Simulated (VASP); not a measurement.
**GaP in VASP 6.6.1, single-point calculation**

INCAR

```
LWAVE = .FALSE.
NELM = 75
LASPH = .TRUE.
LREAL = .FALSE.
SIGMA = 0.02
NSW = 0
ISMEAR = -1
ISIF = 2
EDIFF = 1E-7
MAGMOM = -1 1
ENCUT = 520
GGA = PE
NBANDS = 16
IBRION = -1
ISPIN = 2
LCHARG = .FALSE.
PREC = Single
```

KPOINTS

```
KPOINTS created by Atomic Simulation Environment
0
Gamma
8 8 8
0 0 0
```

POSCAR

```
Ga P
 1.0000000000000000
     0.0000000000000000    2.7253992946999999    2.8616692594000002
     2.7253992946999999    0.0000000000000000    2.8616692594000002
     2.7253992946999999    2.7253992946999999    0.0000000000000000
 Ga  P
   1   1
Cartesian
  0.0000000000000000  0.0000000000000000  0.0000000000000000
  1.3626996473499997  1.3626996473499997  1.4308346297000001
```

The recommended PBE PAW datasets give the neutral cell 18 valence electrons.

Command

```
mpirun -np 1 vasp_std
```

OSZICAR

```
N       E                     dE             d eps       ncg     rms          rms(c)
DAV:   1     0.850609840269E+02    0.85061E+02   -0.90557E+03  3848   0.159E+03
DAV:   2    -0.229670475871E+01   -0.87358E+02   -0.83016E+02  4304   0.319E+02
DAV:   3    -0.893398205821E+01   -0.66373E+01   -0.66121E+01  4680   0.673E+01
DAV:   4    -0.904698160987E+01   -0.11300E+00   -0.11296E+00  4800   0.953E+00
DAV:   5    -0.904915538008E+01   -0.21738E-02   -0.21737E-02  4824   0.116E+00    0.753E+00
DAV:   6    -0.909435215475E+01   -0.45197E-01   -0.53370E-01  5280   0.112E+01    0.364E+00
DAV:   7    -0.910621510488E+01   -0.11863E-01   -0.11696E-01  4880   0.388E+00    0.197E+00
DAV:   8    -0.910529371137E+01    0.92139E-03   -0.22853E-02  4632   0.124E+00    0.719E-01
DAV:   9    -0.910580486867E+01   -0.51116E-03   -0.38855E-03  4888   0.543E-01    0.329E-01
DAV:  10    -0.910608378968E+01   -0.27892E-03   -0.81823E-04  5096   0.292E-01    0.827E-02
DAV:  11    -0.910618929784E+01   -0.10551E-03   -0.11483E-04  4864   0.125E-01    0.478E-02
DAV:  12    -0.910625612297E+01   -0.66825E-04   -0.53587E-05  4600   0.527E-02    0.197E-02
DAV:  13    -0.910627375356E+01   -0.17631E-04   -0.19938E-05  4848   0.316E-02    0.528E-03
DAV:  14    -0.910627442353E+01   -0.66997E-06   -0.82731E-07  4712   0.762E-03    0.211E-03
DAV:  15    -0.910627460466E+01   -0.18113E-06   -0.15841E-07  4600   0.239E-03    0.116E-03
DAV:  16    -0.910627465432E+01   -0.49658E-07   -0.79839E-08  4184   0.169E-03
   1 F= -.91062747E+01 E0= -.91062747E+01  d E =-.889967E-11  mag=     0.0000
```

It converged. Results: pressure -1.4 GPa; magnetic moment of the cell 0.00 μB.

For comparison, a separate PBE run of the intended cell, on usual settings and not on those above, gives a gap of 1.31 eV on its mesh and a pressure of -1.4 GPa.

The run above took about 1.9 min on one core of a shared host (Intel Xeon Platinum 8488C) and held 0.17 GiB at most.
